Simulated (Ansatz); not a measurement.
# SnO2: the band gap up the ladder of functionals

An exercise on one series of results from a longer session: the logs are not shown, and one member is left open.

Program: Ansatz 0.2.0. PAW datasets, plane waves. Calculated at 0 K for a non-magnetic cell.

### The system as given

The cell was relaxed beforehand with r2SCAN.

Space group I4_1/amd (No. 141), tetragonal; a = 3.999 Å, c = 10.203 Å in the conventional setting, 13.60 Å³ an atom. Around Sn lie 6 O at 2.05–2.08 Å; around O lie 3 Sn at 2.05–2.08 Å.

The structure in full:

```cif
data_structure
_symmetry_space_group_name_H-M 'I4_1/amd:1'
_symmetry_Int_Tables_number 141
_cell_length_a 3.9993
_cell_length_b 3.9993
_cell_length_c 10.2025
_cell_angle_alpha 90.000
_cell_angle_beta 90.000
_cell_angle_gamma 90.000
_cell_volume 163.18
loop_
_atom_site_label
_atom_site_type_symbol
_atom_site_symmetry_multiplicity
_atom_site_Wyckoff_symbol
_atom_site_fract_x
_atom_site_fract_y
_atom_site_fract_z
_atom_site_occupancy
Sn1 Sn 4 a 0.00000 0.50000 0.25000 1
O1 O 8 e 0.50000 0.50000 0.29634 1
```

Set-up of the first run:

The input, input.yaml:

```yaml
crystal:
  lattice:
    - [-1.9996378585, 1.9996378585, 5.1012541109]
    - [1.9996378585, -1.9996378585, 5.1012541109]
    - [1.9996378585, 1.9996378585, -5.1012541109]
  atoms:
    - { symbol: Sn, position: [0.75, 0.25, 0.5] }
    - { symbol: Sn, position: [0.0, 0.0, 0.0] }
    - { symbol: O, position: [0.7963398393, 0.7963398393, 0.0] }
    - { symbol: O, position: [0.9536601607, 0.4536601607, 0.5] }
    - { symbol: O, position: [0.2036601607, 0.2036601607, 0.0] }
    - { symbol: O, position: [0.5463398393, 0.0463398393, 0.5] }
kpoints:
  mp_grid: { grid: [10, 10, 10] }
  band_path:
    path:
      - [[0.0, 0.0, 0.0], [2.577753987369e-17, 1.978035741944e-18, 0.5], [0.25, 0.25, 0.25], [8.786393683267e-17, 0.5, -1.718494391126e-17], [0.0, 0.0, 0.0], [0.5, 0.5, -0.5], [0.2884139347345, 0.7115860652655, -0.2884139347345]]
      - [[-0.2884139347345, 0.2884139347345, 0.2884139347345], [0.0, 0.0, 0.0]]
      - [[2.577753987369e-17, 1.978035741944e-18, 0.5], [-0.07682786946896, 0.07682786946896, 0.5]]
      - [[0.5, 0.5, -0.07682786946896], [0.5, 0.5, -0.5]]
    npoints: 10
hamiltonian:
  xc: pbe
scf:
  occupations: { method: fermi_dirac, width: 0.02 }
  n_extra_bands: 5
output:
  forces: true
  stress: true
  eigenvalues: true
```

On the command line:

```console
> ansatz run input.yaml --threads 4 --pin off --max-ram 6451MiB --backend cpu --events-out ev --progress --plain --runs-dir out
```

Among the steps run: Band structure with PBE; r2SCAN; Single point with HSE06; PBE+SOC at the same geometry; PBE0 at the same geometry.

One table of the session follows, with a row left open; its other results are not shown here.

| level | gap (eV) |
| --- | --- |
| PBE | 1.71 |
| r2SCAN | 2.33 |
| HSE06 | 3.39 |
| PBE+SOC | 1.71 |
| PBE0 | ? |

Estimate the missing values for PBE0.

As computed: gap (eV): 4.11. In the column «gap (eV)» it is the highest.

Meshes: PBE 10×10×10, r2SCAN 10×10×10, HSE06 6×6×6, PBE+SOC 10×10×10, PBE0 6×6×6

What this shows: PBE gives the least gap, 1.71 eV, and PBE0 the largest, 4.11 eV. PBE reaches 50 % of the HSE06 value, and r2SCAN 69 %. PBE0 lies 0.71 eV above HSE06, which differs from it by screening the long-range exchange.

Limits of these values: Warnings in the runs' records: stress scf threshold loose, stress exchange threshold loose.
